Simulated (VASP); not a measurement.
# AgCl (Fm-3m) in VASP: band structure with HSE06

Aim: the band structure of AgCl with HSE06.

All numbers are computed with VASP 6.6.1; they aren't measurements. Logs are shortened: lines on timing, memory, paths and dates and some standing lists are left out, and cuts for length are marked.

**Experimental background.**

A printed reference work, data compilation reports, for a bulk crystal of AgCl: band gap 3.249 eV (indirect).

The results are compared with them further down.

**1. The structure**

Symmetry: Fm-3m, No. 225, cubic system. Conventional cell: a = 5.470 Å, b = 5.470 Å, c = 5.470 Å, α = 90.00°, β = 90.00°, γ = 90.00°. Ag (site symmetry m-3m) has 6 Cl at 2.73 Å as nearest neighbours. Cl (site symmetry m-3m) has 6 Ag at 2.73 Å as nearest neighbours.

**2. Band structure, HSE06**

Contents of POSCAR:

```
AgCl
1.0
    0.0000000000      2.7350000000      2.7350000000
    2.7350000000      0.0000000000      2.7350000000
    2.7350000000      2.7350000000      0.0000000000
Ag Cl
1 1
Direct
    0.0000000000      0.0000000000      0.0000000000
    0.5000000000      0.5000000000      0.5000000000
```

Contents of INCAR.step1:

```
SYSTEM = AgCl
ALGO = Normal ; EDIFF = 1E-5
ENCUT = 520 ; GGA = PE
ISIF = 2 ; ISMEAR = 0
LASPH = .True. ; LCHARG = .False.
LMAXMIX = 4 ; LREAL = .False.
LWAVE = .True. ; NELM = 80
PREC = Accurate ; SIGMA = 0.02
```

Contents of INCAR.step2:

```
SYSTEM = AgCl
ALGO = Normal ; EDIFF = 1E-6
ENCUT = 520 ; GGA = PE
HFSCREEN = 0.2 ; ISIF = 2
ISMEAR = 0 ; ISTART = 1
LASPH = .True. ; LCHARG = .False.
LHFCALC = .True. ; LMAXMIX = 4
LREAL = .False. ; LWAVE = .False.
NELM = 80 ; PREC = Accurate
PRECFOCK = Fast ; SIGMA = 0.02
```

Contents of KPOINTS:

```
k-points
0
Gamma
  6 6 6
  0 0 0
```

Contents of KPOINTS_OPT:

```
path GXWKGLUWLK,UX
10
line-mode
reciprocal
 0.0000000000  0.0000000000  0.0000000000  G
 0.5000000000  0.0000000000  0.5000000000  X

 0.5000000000  0.0000000000  0.5000000000  X
 0.5000000000  0.2500000000  0.7500000000  W

 0.5000000000  0.2500000000  0.7500000000  W
 0.3750000000  0.3750000000  0.7500000000  K

 0.3750000000  0.3750000000  0.7500000000  K
 0.0000000000  0.0000000000  0.0000000000  G

 0.0000000000  0.0000000000  0.0000000000  G
 0.5000000000  0.5000000000  0.5000000000  L

 0.5000000000  0.5000000000  0.5000000000  L
 0.6250000000  0.2500000000  0.6250000000  U

 0.6250000000  0.2500000000  0.6250000000  U
 0.5000000000  0.2500000000  0.7500000000  W

 0.5000000000  0.2500000000  0.7500000000  W
 0.5000000000  0.5000000000  0.5000000000  L

 0.5000000000  0.5000000000  0.5000000000  L
 0.3750000000  0.3750000000  0.7500000000  K

 0.6250000000  0.2500000000  0.6250000000  U
 0.5000000000  0.0000000000  0.5000000000  X
```

Potentials or basis: VASP PAW PBE potentials, release 64 (Ag, Cl).

Started as:

```
$ cat potpaw_PBE.64/Ag/POTCAR potpaw_PBE.64/Cl/POTCAR > POTCAR
$ cp INCAR.step1 INCAR
$ mpirun -np 1 vasp_std > vasp.out
$ cp INCAR.step2 INCAR
$ mpirun -np 1 vasp_std > vasp.out
```

OUTCAR:

```text
SYSTEM = AgCl
   EDIFF = 1E-6
   ENCUT = 520
   GGA = PE
   HFSCREEN = 0.2
   ISIF = 2
   ISMEAR = 0
   ISTART = 1
   LASPH = .True.
   LHFCALC = .True.
   LREAL = .False.
   NELM = 80
   PREC = Accurate
   PRECFOCK = Fast

 ion  position               nearest neighbor table
   1  0.000  0.000  0.000-   2 2.73   2 2.73   2 2.73   2 2.73   2 2.73   2 2.73
   2  0.500  0.500  0.500-   1 2.73   1 2.73   1 2.73   1 2.73   1 2.73   1 2.73

  LATTYP: Found a face centered cubic cell.
 ALAT       =     5.4700000000

  Lattice vectors:

 A1 = (   0.0000000000,   2.7350000000,   2.7350000000)
 A2 = (   2.7350000000,   0.0000000000,   2.7350000000)
 A3 = (   2.7350000000,   2.7350000000,   0.0000000000)

Analysis of symmetry for initial positions (statically):
=====================================================================
 Subroutine PRICEL returns:
 Original cell was already a primitive cell.

 Routine SETGRP: Setting up the symmetry group for a
 face centered cubic supercell.

 Subroutine GETGRP returns: Found 48 space group operations
 (whereof 48 operations were pure point group operations)
 out of a pool of 48 trial point group operations.

The static configuration has the point symmetry O_h .

Analysis of symmetry for dynamics (positions and initial velocities):
=====================================================================
 Subroutine PRICEL returns:
 Original cell was already a primitive cell.

 Routine SETGRP: Setting up the symmetry group for a
 face centered cubic supercell.

 Subroutine GETGRP returns: Found 48 space group operations
 (whereof 48 operations were pure point group operations)
 out of a pool of 48 trial point group operations.

The dynamic configuration has the point symmetry O_h .

 Subroutine INISYM returns: Found 48 space group operations
 (whereof 48 operations are pure point group operations),
 and found     1 'primitive' translations

----------------------------------------------------------------------------------------

                                     Primitive cell

  volume of cell :      40.9168

  direct lattice vectors                    reciprocal lattice vectors
     0.000000000  2.735000000  2.735000000    -0.182815356  0.182815356  0.182815356
     2.735000000  0.000000000  2.735000000     0.182815356 -0.182815356  0.182815356
     2.735000000  2.735000000  0.000000000     0.182815356  0.182815356 -0.182815356

  length of vectors
     3.867874093  3.867874093  3.867874093     0.316645486  0.316645486  0.316645486

  position of ions in fractional coordinates (direct lattice)
     0.000000000  0.000000000  0.000000000
     0.500000000  0.500000000  0.500000000

  ion indices of the primitive-cell ions
   primitive index   ion index
                 1           1
                 2           2

----------------------------------------------------------------------------------------

 KPOINTS: k-points

Automatic generation of k-mesh.
 Grid dimensions read from file:
 generate k-points for:    6    6    6

 Generating k-lattice:

  Cartesian coordinates                     Fractional coordinates (reciprocal lattice)
    -0.030469226  0.030469226  0.030469226     0.166666667  0.000000000  0.000000000
     0.030469226 -0.030469226  0.030469226     0.000000000  0.166666667  0.000000000
     0.030469226  0.030469226 -0.030469226     0.000000000  0.000000000  0.166666667

  Length of vectors
     0.052774248  0.052774248  0.052774248

  Shift w.r.t. Gamma in fractional coordinates (k-lattice)
     0.000000000  0.000000000  0.000000000

 Subroutine IBZKPT returns following result:
 ===========================================

 Found     16 irreducible k-points:

 Following reciprocal coordinates:
            Coordinates               Weight
  0.000000  0.000000  0.000000      1.000000
  0.166667  0.000000  0.000000      8.000000
  0.333333  0.000000  0.000000      8.000000
  0.500000  0.000000  0.000000      4.000000
  0.166667  0.166667  0.000000      6.000000
  0.333333  0.166667  0.000000     24.000000
[... 8 lines left out ...]
 -0.333333  0.333333  0.166667     24.000000
 -0.333333  0.500000  0.166667     12.000000
   k-points           NKPTS =     16   k-points in BZ     NKDIM =    216   number of bands    NBANDS=     13
   number of dos      NEDOS =    301   number of ions     NIONS =      2
   total plane-waves  NPLWV =  27000
   dimension x,y,z NGX =    30 NGY =   30 NGZ =   30
   dimension x,y,z NGXF=    60 NGYF=   60 NGZF=   60
   ions per type =               1   1
   NGX,Y,Z   is equivalent  to a cutoff of  12.89, 12.89, 12.89 a.u.
   NGXF,Y,Z  is equivalent  to a cutoff of  25.79, 25.79, 25.79 a.u.
 SYSTEM =  AgCl
   PREC   = accura    normal or accurate (medium, high low for compatibility)
   ISTART =      1    job   : 0-new  1-cont  2-samecut
   ICHARG =      0    charge: 1-file 2-atom 10-const
   ISPIN  =      1    spin polarized calculation?
   LNONCOLLINEAR =      F non collinear calculations
   LSORBIT =      F    spin-orbit coupling
   LASPH  =      T    aspherical Exc in radial PAW
   ENCUT  =  520.0 eV  38.22 Ry    6.18 a.u.   7.19  7.19  7.19*2*pi/ulx,y,z
   NELM   =     80;   NELMIN=  2; NELMDL=  0     # of ELM steps
   EDIFF  = 0.1E-05   stopping-criterion for ELM
   LREAL  =      F    real-space projection
   EDIFFG = 0.1E-04   stopping-criterion for IOM
   NSW    =      0    number of steps for IOM
   IBRION =     -1    ionic relax: 0-MD 1-quasi-New 2-CG
   NFREE  =      0    steps in history (QN), initial steepest desc. (CG)
   ISIF   =      2    stress and relaxation
   ISYM   =      3    0-nonsym 1-usesym 2-fastsym
   POTIM  = 0.5000    time-step for ionic-motion
   TEBEG  =    0.0;   TEEND  =   0.0 temperature during run
   PSTRESS=    0.0 pullay stress
   NELECT =      18.0000    total number of electrons
   NUPDOWN=      -1.0000    fix difference up-down
   EMIN   =  10.00;   EMAX   =-10.00  energy-range for DOS
   EFERMI =   0.00;   METHOD = LEGACY
   ISMEAR =     0;   SIGMA  =   0.02  broadening in eV -4-tet -1-fermi 0-gaus
   EFERMI_NEDOS =   21; number of points for ismear=-14 and -15
   IALGO  =     38    algorithm
   IMIX   =      1    mixing-type and parameters
     AMIX     =   0.40;   BMIX     =  1.00
     AMIX_MAG =   1.60;   BMIX_MAG =  1.00
  volume/ion in A,a.u.               =      20.46       138.06
  Fermi-wavevector in a.u.,A,eV,Ry     =   1.245083  2.352866 21.092186  1.550232
  Thomas-Fermi vector in A             =   2.379321
   LORBIT       =      0    0 simple, 1 ext, 2 COOP (PROOUT), +10 PAW based schemes
   GGA     = PE    functional components
   LHFCALC =     T    Hartree Fock is set to
   PRECFOCK=fast      Normal, Fast or Accurate (Low or Medium for compatibility)
   ENCUT4O =  -1.0   cutoff for four orbital integrals eV
   NKREDX  =     1    reduce k-point grid by
   NKREDY  =     1    reduce k-point grid by
   NKREDZ  =     1    reduce k-point grid by
   AEXX    =    0.2500 exact exchange contribution
   HFSCREEN=    0.2000 screening length (either q_TF or 0.3 A-1)
   HFSCREENC=   0.2000 screening length for correlation (either q_TF or 0.3 A-1)
   ENCUTFOCK=  -1.0 apply spherical cutoff to Coloumb kernel
   IVDW    =     0    specifies the selected vdW correction
   LEPSILON=     F    determine dielectric tensor
   LRPA    =     F    only Hartree local field effects (RPA)
 non-spin polarized calculation
 Gauss-broadening in eV      SIGMA  =   0.02
  energy-cutoff  :      520.00
  volume of cell :       40.92
 maximum number of plane-waves:      1113
 NGX is ok and might be reduce to    30
  NGX = 18; NGY = 18; NGZ = 18

 number of electron      18.0000002 magnetization

 Free energy of the ion-electron system (eV)
  ---------------------------------------------------
  ext. energy  EPLUGINS =         0.00000000
  ---------------------------------------------------
  free energy    TOTEN  =        -6.63053091 eV

  energy without entropy =       -6.63053091  energy(sigma->0) =       -6.63053091

 E-fermi :   3.4411     XC(G=0):  -8.3723

 val. band max:        3.3224987192   @ k =   0.5000   0.0000   0.0000
 cond. band min:       5.7215898940   @ k =   0.0000   0.0000   0.0000
 fundamental gap:      2.3990911748
 Fermi energy:         3.4411156554

 k-point     1 :       0.0000    0.0000    0.0000
  band No.  band energies     occupation
      1     -13.2729      2.00000
      2       0.2960      2.00000
      3       0.2960      2.00000
      4       0.2960      2.00000
      5       0.2969      2.00000
      6       0.2969      2.00000
      7       0.8931      2.00000
      8       0.8931      2.00000
      9       0.8931      2.00000
     10       5.7216      0.00000
     11      15.7743      0.00000
     12      15.7743      0.00000
     13      15.7743      0.00000

 k-point     2 :       0.1667    0.0000    0.0000
  band No.  band energies     occupation
      1     -13.1483      2.00000
      2      -0.5337      2.00000
      3      -0.5244      2.00000
      4      -0.5244      2.00000
      5       0.3935      2.00000
      6       0.3935      2.00000
      7       0.8492      2.00000
      8       1.8572      2.00000
      9       1.8572      2.00000
     10       6.8909      0.00000
     11      13.7624      0.00000
     12      15.1417      0.00000
     13      15.1417      0.00000

 k-point     3 :       0.3333    0.0000    0.0000
  band No.  band energies     occupation
      1     -12.8813      2.00000
      2      -1.8894      2.00000
      3      -1.2345      2.00000
      4      -1.2345      2.00000
      5       0.5961      2.00000
      6       0.5961      2.00000
      7       1.0312      2.00000
      8       2.8876      2.00000
      9       2.8876      2.00000
     10       8.5247      0.00000
     11      12.1432      0.00000
     12      13.3210      0.00000
     13      13.3210      0.00000
[... 177 lines left out ...]
 k-point    15 :      -0.3333    0.3333    0.1667
  band No.  band energies     occupation
      1     -12.6964      2.00000
      2      -1.7292      2.00000
      3      -1.2319      2.00000
      4      -1.2291      2.00000
      5       0.6290      2.00000
      6       0.7228      2.00000
      7       1.0290      2.00000
      8       1.6031      2.00000
      9       2.3947      2.00000
     10       9.6370      0.00000
     11      11.2533      0.00000
     12      12.9504      0.00000
     13      13.8363      0.00000

 k-point    16 :      -0.3333    0.5000    0.1667
  band No.  band energies     occupation
      1     -12.6937      2.00000
      2      -1.2851      2.00000
      3      -1.2035      2.00000
      4      -0.8175      2.00000
      5       0.7264      2.00000
      6       0.8213      2.00000
      7       0.8361      2.00000
      8       0.9103      2.00000
      9       1.7733      2.00000
     10       8.5515      0.00000
     11      12.5898      0.00000
     12      13.1940      0.00000
     13      14.1187      0.00000

------------------------ aborting loop because EDIFF is reached ----------------------------------------

  FORCE on cell =-STRESS in cart. coord.  units (eV):
  Direction    XX          YY          ZZ          XY          YZ          ZX
  --------------------------------------------------------------------------------------
  -------------------------------------------------------------------------------------
  Total        0.8795848      0.8795848      0.8795848      0.0000000      0.0000000     -0.0000000
  in kB       34.4418362     34.4418362     34.4418362      0.0000000      0.0000000     -0.0000000
  external PRESSURE =      34.4418362 kB  Pullay stress =       0.0000000 kB

 VOLUME and BASIS-vectors are now :
 -----------------------------------------------------------------------------
  energy-cutoff  :      520.00
  volume of cell :       40.92
      direct lattice vectors                 reciprocal lattice vectors
     0.000000000  2.735000000  2.735000000    -0.182815356  0.182815356  0.182815356
     2.735000000  0.000000000  2.735000000     0.182815356 -0.182815356  0.182815356
     2.735000000  2.735000000  0.000000000     0.182815356  0.182815356 -0.182815356

 POSITION                                       TOTAL-FORCE (eV/Angst)
 -----------------------------------------------------------------------------------
      0.00000      0.00000      0.00000        -0.000000     -0.000000     -0.000000
      2.73500      2.73500      2.73500         0.000000      0.000000      0.000000
 -----------------------------------------------------------------------------------
    total drift:                               -0.000244     -0.000359     -0.000390

  FREE ENERGIE OF THE ION-ELECTRON SYSTEM (eV)
  ---------------------------------------------------
  free  energy   TOTEN  =        -6.6305309078 eV

  energy  without entropy=       -6.6305309078  energy(sigma->0) =       -6.63053091
```

Run time: 1.6 h. Hardware: 1 thread of Intel Xeon Platinum 8488C (Sapphire Rapids), shared host; peak memory 0.36 GiB.

What came out:

```yaml
Free_energy: -6.6305 eV
Pressure: 3.4 GPa
Band_gap_on_the_k_mesh: 2.40 eV, indirect (least direct gap 4.83 eV)
Band_gap_along_the_path: 2.40 eV, indirect (least direct gap 4.70 eV)
```

Levels at the corners of the path, in eV from the valence-band top:
```tsv
point	band 7	band 8	band 9	band 10	band 11	band 12
Γ	-2.43	-2.43	-2.43	2.40	12.45	12.45
X	-2.49	-2.49	-2.39	3.94	9.36	10.50
X	-2.49	-2.49	-2.39	3.94	9.36	10.50
W	-2.43	-2.43	-1.37	5.93	9.46	9.46
W	-2.43	-2.43	-1.37	5.93	9.46	9.46
K	-2.30	-2.03	-1.25	5.26	8.78	9.82
K	-2.30	-2.03	-1.25	5.26	8.78	9.82
Γ	-2.43	-2.43	-2.43	2.40	12.45	12.45
Γ	-2.43	-2.43	-2.43	2.40	12.45	12.45
L	-2.17	0.00	0.00	5.52	8.73	9.21
L	-2.17	0.00	0.00	5.52	8.73	9.21
U	-2.30	-2.03	-1.25	5.26	8.78	9.82
U	-2.30	-2.03	-1.25	5.26	8.78	9.82
W	-2.43	-2.43	-1.37	5.93	9.46	9.46
W	-2.43	-2.43	-1.37	5.93	9.46	9.46
L	-2.17	0.00	0.00	5.52	8.73	9.21
L	-2.17	0.00	0.00	5.52	8.73	9.21
K	-2.30	-2.03	-1.25	5.26	8.78	9.82
U	-2.30	-2.03	-1.25	5.26	8.78	9.82
X	-2.49	-2.49	-2.39	3.94	9.36	10.50
```

Caveat: the PAW data sets were made with another functional, which shifts forces and pressure a little.

**3. Comparison with measurements**

Step 2. A measured gap of AgCl is 3.249 eV (indirect; a printed reference work, data compilation); the calculated 2.40 eV misses it by -0.85 eV. Spin-orbit coupling on Ag is left out. The value is that of HSE06, without temperature or zero-point motion.
